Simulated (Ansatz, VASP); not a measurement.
## Si in VASP and in Ansatz

The input POSCAR:

```
Si
1.0
    2.6290009014      0.0000000000      0.0000000000
   -1.3145004507      2.2767815672      0.0000000000
    0.0000000000      0.0000000000      4.9875981514
Si
2
Direct
    0.0000000000      0.0000000000      0.0000000000
    0.0000000000      0.0000000000      0.5000000000
```

The input INCAR.step1:

```
SYSTEM = Si
PREC = Accurate
ENCUT = 520
ISMEAR = 0
SIGMA = 0.15
LREAL = .FALSE.
LASPH = .TRUE.
NELM = 80
NBANDS = 11
GGA = PE
ALGO = Normal
EDIFF = 1E-4
LWAVE = .TRUE.
LCHARG = .FALSE.
```

Contents of INCAR.step2:

```
SYSTEM = Si
PREC = Accurate
ENCUT = 520
EDIFF = 1E-6
ISMEAR = 0
SIGMA = 0.15
LREAL = .FALSE.
LASPH = .TRUE.
NELM = 80
ALGO = Normal
ISIF = 2
LWAVE = .FALSE.
LCHARG = .TRUE.
METAGGA = R2SCAN
LMIXTAU = .TRUE.
LELF = .TRUE.
LVHAR = .TRUE.
NBANDS = 11
ISTART = 1
```

The input KPOINTS:

```
Automatic mesh
0
G
  12 12 8
  0 0 0
```

Input for Ansatz:

```yaml
crystal:
  lattice:
    - [2.6290009029, 0.0, 0.0]
    - [-1.3145004515, 2.2767815685, 0.0]
    - [0.0, 0.0, 4.987598145]
  atoms:
    - { symbol: Si, position: [0.0, 0.0, 0.0] }
    - { symbol: Si, position: [0.0, 0.0, 0.5] }
basis:
  ecutwfc: 500
kpoints:
  mp_grid: { grid: [12, 12, 8] }
hamiltonian:
  xc: r2scan
scf:
  occupations: { method: gaussian, width: 0.15 }
output:
  forces: true
  stress: true
  eigenvalues: true
  write_density: true
  write_potential: true
  elf: true
  volumetric_format: npy
```

Alike in both runs: task single point; functional r2SCAN; k mesh 12 × 12 × 8; occupations gaussian, width 0.15 eV; no spin polarisation.

|  | VASP | Ansatz |
| --- | --- | --- |
| version | VASP 6.6.1 | Ansatz 0.2.0 |
| potentials or method | VASP PAW PBE potentials, release 64 (Si) | scalar-relativistic, plane waves, PAW |
| plane-wave cutoff (eV) | 520 | 500 |
| valence electrons in the cell | 8 | 8 |

|  | VASP | Ansatz | Ansatz less VASP |
| --- | --- | --- | --- |
| gap on the k mesh at the Fermi level (eV) | none | none | - |
| pressure (GPa) | -0.1 | 0.0 | +0.10 |
| largest component of the traceless stress (GPa) | 0.62 | 0.68 | +0.062 |

A gap of «none» marks a metal or a gap that the smearing closes. With one functional, cell and mesh, what is left measures potentials, basis and numerics.

Caveats: the PAW data sets were made with another functional, which shifts forces and pressure a little (VASP).
